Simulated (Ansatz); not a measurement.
Crystal: TePb.

```
Pb Te
1.0
     0.00000    3.23100    3.23100
     3.23100    0.00000    3.23100
     3.23100    3.23100    0.00000
Pb Te
1 1
Cartesian
  0.0000 0.0000 0.0000
  3.2310 3.2310 3.2310
```

- Program: Ansatz 0.2.0
- Task: relaxation of cell and atoms
- Functional: PBE
- Potentials or basis: all-electron LAPW, relativistic spinors
- Basis error allowed: 0.001 eV/atom
- k mesh: 5 × 5 × 5
- Occupations: fermi-dirac, width 0.05 eV
- Spin: spin-orbit coupling, no magnetisation

At the start: volume 33.73 Å³/atom.

Where does the relaxation end?

Over 4 steps the energy falls by 9.2 meV/atom and the volume is 35.37 Å³/atom (+4.9 %); space group Fm-3m (No. 225, to 0.05 Å).

Step by step:
```
step  energy change (eV)  largest force (eV/Å)  volume (Å³)
   1              0.0000                0.0000        67.46
   2             -0.0176                0.0000        71.38
   3             -0.0184                0.0000        70.73
   4             -0.0184                0.0000        70.73
```

Final structure:
```
Pb Te
1.0
     0.00000    3.28242    3.28242
     3.28242    0.00000    3.28242
     3.28242    3.28242    0.00000
Pb Te
1 1
Direct
  0.00000 0.00000 0.00000
  0.50000 0.50000 0.50000
```
